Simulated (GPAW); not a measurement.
Here is a GPAW 26.7.0 calculation.

The input run.py:

```python
import numpy as np
from ase.dft.bandgap import bandgap
from ase.io import read, write
from ase.units import GPa
from gpaw import GPAW, PW
from gpaw.spinorbit import soc_eigenstates

atoms = read('POSCAR')

calc = GPAW(mode=PW(600),
            xc='PBE',
            kpts={'size': (6, 6, 6), 'gamma': True},
            occupations={'name': 'fermi-dirac', 'width': 0.05},
            nbands=19,
            convergence={'density': 1e-05, 'energy': 1e-05},
            maxiter=150,
            txt='gpaw.txt')
atoms.calc = calc
energy = atoms.get_potential_energy()
forces = atoms.get_forces()
stress = atoms.get_stress()
calc.write('gs.gpw')
write('result.traj', atoms)
print(f'Energy: {energy:.6f} eV')
print('Forces (eV/A):')
print(forces.round(4))
print('Stress (GPa):', (stress / GPa).round(3))
print('Fermi level:', round(calc.get_fermi_level(), 4), 'eV')
print(f'Gap: {bandgap(calc)[0]:.4f} eV, direct: {bandgap(calc, direct=True)[0]:.4f} eV')

path = atoms.cell.bandpath('GXWKGLUWLK,UX', npoints=80, eps=1e-4)
bs_calc = calc.fixed_density(kpts=path, symmetry='off', nbands=31,
                             convergence={'bands': 'CBM+6.0', 'eigenstates': 1e-6}, txt='bands.txt')
bs = bs_calc.band_structure()
bs.write('bs.json')
print(f'Gap on the path: {bandgap(bs_calc)[0]:.4f} eV')

soc = soc_eigenstates(bs_calc, theta=54.7, phi=45)
np.savetxt('soc_bands.dat', soc.eigenvalues(), fmt='%.4f')
mesh = soc_eigenstates('gs.gpw', theta=54.7, phi=45)
np.savetxt('soc_mesh.dat', mesh.eigenvalues(), fmt='%.4f')
print('Fermi level with spin-orbit coupling:', round(mesh.fermi_level, 4), 'eV')
```

File POSCAR:

```
CuI
1.0
    0.0000000000      3.0315000000      3.0315000000
    3.0315000000      0.0000000000      3.0315000000
    3.0315000000      3.0315000000      0.0000000000
I Cu
1 1
Direct
    0.0000000000      0.0000000000      0.0000000000
    0.7500000000      0.7500000000      0.7500000000
```

Potentials or basis: GPAW PAW data sets (gpaw-data 1.2.1), pw.

Launch:

```sh
$ OMP_NUM_THREADS=1 python run.py
```

Problem. Predict the band gap along the path.

Solution. 0.95 eV, direct.

Problem. Predict the band gap on the k mesh.

Solution. 0.95 eV, direct.

Levels at the corners of the path, in eV from the valence-band top:
```
point  band 14  band 15  band 16  band 17  band 18  band 19  band 20  band 21  band 22  band 23
    Γ    -0.47     0.00     0.00     0.00     0.00     0.95     0.95     4.64     4.64     4.72
    X    -1.87    -1.71    -1.71    -1.57    -1.57     2.53     2.53     2.72     2.72     8.83
    W    -1.88    -1.75    -1.74    -1.45    -1.36     4.03     4.46     4.50     4.55     5.85
    K    -1.82    -1.77    -1.59    -1.43    -1.36     2.90     2.92     4.31     4.55     7.31
    Γ    -0.47     0.00     0.00     0.00     0.00     0.95     0.95     4.64     4.64     4.72
    L    -1.86    -0.95    -0.95    -0.80    -0.80     1.97     1.97     5.22     5.22     5.25
    U    -1.82    -1.77    -1.59    -1.43    -1.36     2.90     2.92     4.31     4.55     7.31
    W    -1.88    -1.75    -1.74    -1.45    -1.36     4.03     4.46     4.50     4.55     5.85
    L    -1.86    -0.95    -0.95    -0.80    -0.80     1.97     1.97     5.22     5.22     5.25
    K    -1.82    -1.77    -1.59    -1.43    -1.36     2.90     2.92     4.31     4.55     7.31
    U    -1.82    -1.77    -1.59    -1.43    -1.36     2.90     2.92     4.31     4.55     7.31
    X    -1.87    -1.71    -1.71    -1.57    -1.57     2.53     2.53     2.72     2.72     8.83
```

Caveat: with this Cu data set, volumes or pressures lay over 1.5 % or 2 GPa off other programs in two to four cells of ten; spin-orbit coupling was added after a scalar SCF, so levels and gaps hold it while energy, forces, pressure and moments don't; this program's spin-orbit splittings come out too wide for heavy elements. A hybrid or GW would open this gap; PBE tends to underestimate it.
